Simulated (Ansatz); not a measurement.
This is a single-point calculation with Ansatz 0.2.0 on a 4-atom cell of AlN started from a crystallographic database; the level of theory is r2SCAN0. The geometry is the r2SCAN minimum.

Input file:
```yaml
crystal:
  lattice:
    - [3.1066945029, 0.0, 0.0]
    - [-1.5533472514, 2.6904763613, 0.0]
    - [0.0, 0.0, 4.9785885515]
  atoms:
    - { symbol: Al, position: [0.3333333333, 0.6666666667, -0.000795604] }
    - { symbol: Al, position: [0.6666666667, 0.3333333333, 0.499204396] }
    - { symbol: "N", position: [0.3333333333, 0.6666666667, 0.380795604] }
    - { symbol: "N", position: [0.6666666667, 0.3333333333, 0.880795604] }
kpoints:
  mp_grid: { grid: [6, 6, 4] }
  band_path:
    path:
      - [0.0, 0.0, 0.0]
      - [0.5, 0.0, 0.0]
      - [0.3333333333, 0.3333333333, 0.0]
      - [0.0, 0.0, 0.5]
      - [0.5, 0.0, 0.5]
      - [0.3333333333, 0.3333333333, 0.5]
    npoints: 1
hamiltonian:
  xc: r2scan0
scf:
  occupations: { method: fixed }
  n_extra_bands: 5
output:
  forces: true
  stress: true
  eigenvalues: true
```

Command: `ansatz run input.yaml --threads 2 --pin off --max-ram 2211MiB --backend cpu --events-out ev --progress --plain --runs-dir out`.

Problem. What wall time did it need on 2 threads of AMD EPYC 9R45 96-Core Processor (Zen 5), with other jobs on the host, and how much host memory at the peak?

Solution. About 21 s, with a peak of 1.2 GiB.

Problem. Predict the output.

Solution. Main lines of the log:
```
scf.n_extra_bands = 5 over 8 filled bands (N_el = 16.0): the run solves 13 bands
Pseudopotential: Al, paw, valence charge 3, recommended cutoff 500 eV (meta_gga)
Pseudopotential: N, paw, valence charge 5, recommended cutoff 500 eV (meta_gga)
Functional definition: r2SCAN0
Crystal: 4 atoms, lattice volume = 41.613 Å³
Basis set: ecut = 500 eV, 1087 PW (Γ)
Symmetry: 12 space group operations
Space group: P63mc (ITA 186)
k-points: 21 of 144 (time reversal used)
preconditioner: auto → none  [insulator: Δε(μ)=6.699 eV  ℏωp=23.0 eV]
hybrid outer 1: dexx = +2.611e-3 eV, tail = 2.60e-6 eV
hybrid outer 2: dexx = +2.694e-8 eV, tail = 2.10e-9 eV, Δε = 4.59e-4 eV, ΔF = 2.92e-4 eV/Å
NSCF: frozen V_eff on 6 k-points
Free energy (F): -1856.205582 eV
Fermi energy:    5.729084 eV
--- Forces (eV/Å), atoms counted from 1 ---
  atom   1  Al      0.00000      0.00000    -0.00439
  atom   2  Al      0.00000      0.00000    -0.00439
  atom   3  N       0.00000      0.00000      0.00433
  atom   4  N       0.00000      0.00000      0.00433
--- Stress (GPa, compression-positive) ---
       -3.257233       0.000000       0.000000
        0.000000      -3.257233       0.000000
        0.000000       0.000000      -3.386704
  P = ⅓ Tr σ = -3.3004 GPa (-33.004 kbar)
--- Band table (eV; the first three rows and the last of 21) ---
  k-point 0: bands = […, -0.8319, 4.7631, 4.7631, 5.4882, 5.4882, 5.7291, 12.4702, 15.2027, 19.5929, 19.8676, …]
  k-point 1: bands = […, 0.0345, 4.4512, 4.8633, 4.8633, 5.3755, 5.3755, 13.4839, 15.3192, 19.1888, 19.8195, …]
  k-point 2: bands = […, 2.0949, 2.0949, 5.1132, 5.1132, 5.1132, 5.1132, 14.9416, 14.9416, 19.1608, 19.1608, …]
  k-point 20: bands = […, 0.4648, 0.4648, 1.5006, 1.5006, 4.8439, 4.8439, 15.8570, 15.8570, 16.3476, 16.3476, …]
```
Only the leading digits can be foreseen; the rest is this run's record.

The rows of the band table are 0: (0, 0, 0) = Γ, 1: (0, 0, 1/4), 2: (0, 0, -1/2) = A, 20: (1/3, 1/3, -1/2) = H.

bands.tsv, columns around the gap (it counts bands from 0):
```tsv
# k_distance	band_3	band_4	band_5	band_6	band_7	band_8	band_9	band_10	band_11
# fermi_ev = 5.729084
# [0, 0, 0] at k_distance = 0.000000
# [0.5, 0, 0] at k_distance = 1.167672
# [0.3333333333, 0.3333333333, 0] at k_distance = 1.841827
# [0, 0, 0.5] at k_distance = 3.330494
# [0.5, 0, 0.5] at k_distance = 4.498166
# [0.3333333333, 0.3333333333, 0.5] at k_distance = 5.172321
# levels_relative_to = fermi_ev
0.000	-0.966	-0.966	-0.241	-0.241	0.000	6.741	9.474	13.864	14.138
1.168	-4.564	-3.665	-2.324	-1.895	-0.774	8.329	8.429	11.044	13.446
1.842	-4.103	-4.103	-2.731	-2.605	-2.605	7.499	11.212	12.690	12.690
3.330	-3.634	-0.616	-0.616	-0.616	-0.616	9.212	9.212	13.432	13.432
4.498	-6.122	-1.630	-1.630	-1.505	-1.505	7.850	7.850	12.139	12.139
5.172	-5.264	-4.228	-4.228	-0.885	-0.885	10.128	10.128	10.619	10.619
```
In order the rows are Γ, M, K, A, L, H.

With r2SCAN0 the gap is 6.74 eV and direct, at Γ. The gap is the least over the mesh and the extra points. The mean pressure is -3.3 GPa (compression positive), so r2SCAN0 would shrink the cell's volume. (The program warns that its thresholds are loose for a hybrid's stress.)

The values are computed, spin-unpolarised, and not measurements.

The meshes of the hybrids are coarse, so their gaps aren't converged to the digits shown.
